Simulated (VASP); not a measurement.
The system is BeS.

```xyz
2
Lattice="0.0000 2.4250 2.4250 2.4250 0.0000 2.4250 2.4250 2.4250 0.0000" Properties=species:S:1:pos:R:3 pbc="T T T"
S     3.6375    3.6375    3.6375
Be    0.0000    0.0000    0.0000
```

Base run:

- Program: VASP 6.6.1
- Functional: PBE0
- Potentials or basis: VASP PAW PBE potentials, release 64 (S, Be)
- Cutoff: 520 eV
- k mesh: 6 × 6 × 6
- Occupations: gaussian, width 0.02 eV
- Spin: no spin polarisation

Its results: band gap on the k mesh 4.76 eV, indirect (least direct gap 7.60 eV); pressure 0.1 GPa.

The run is repeated on the same cell with these changes: functional from PBE0 to HSE03. What comes out?

Band gap on the k mesh 3.85 eV, indirect (least direct gap 6.64 eV); pressure 0.2 GPa.

Caveats: the PAW data sets were made with another functional, which shifts forces and pressure a little.
